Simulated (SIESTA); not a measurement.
## FeO (Wuestite) under changes of volume

One of the cells (10.013 Å³/atom); the others are scaled copies at fixed shape and fractional positions:

```
Fe O
1.0
     0.00000    2.15540    2.15540
     2.15540    0.00000    2.15540
     2.15540    2.15540    0.00000
Fe O
1 1
Direct
  0.00000 0.00000 0.00000
  0.50000 0.50000 0.50000
```

```yaml
Program: SIESTA 5.4.2
Functional: LDA
Potentials_or_basis: PseudoDojo 0.4 standard (LDA files)
Basis: DZP (energy shift 0.003 Ry; two zetas on semicore shells)
Grid_cutoff: 800 Ry
Energy_shift: 0.003 Ry
k_mesh: 8 × 8 × 8
Occupations: fermi-dirac, width 0.05 eV
Spin: collinear spin, ferromagnetic start
Starting_moments: "[3.0, 0.0] μB"
```

```csv
volume (Å³/atom),energy over the lowest point (meV/atom),pressure (GPa)
9.413,0.00,-3.1
9.613,?,?
9.813,18.03,-11.2
10.013,34.33,-14.7
10.214,54.76,-17.7
10.414,78.72,-20.4
10.614,105.92,-22.9
```

Problem. What does the run at 9.613 Å³/atom give?

Solution. Energy over the lowest point 6.44 meV/atom; pressure -7.3 GPa.

Worked out: A Birch-Murnaghan fit of order 3 (a polynomial in V^(-2/3)) to the other rows has its minimum at 9.30 Å³/atom, just outside them, with B0 = V·E''(V) = 236 GPa and B' = 4.7. It gives 6.41 meV/atom at 9.613 Å³/atom, against the run's 6.44, and -dE/dV = -7.3 GPa, against -7.3.

Energies are extrapolated to zero smearing.

Caveats: short orbitals over semicore shells can move pressures by several GPa; the basis of atomic orbitals isn't converged, which shifts pressures, moduli and gaps; a cell with one magnetic atom can't hold antiferromagnetic order, which such compounds often take.
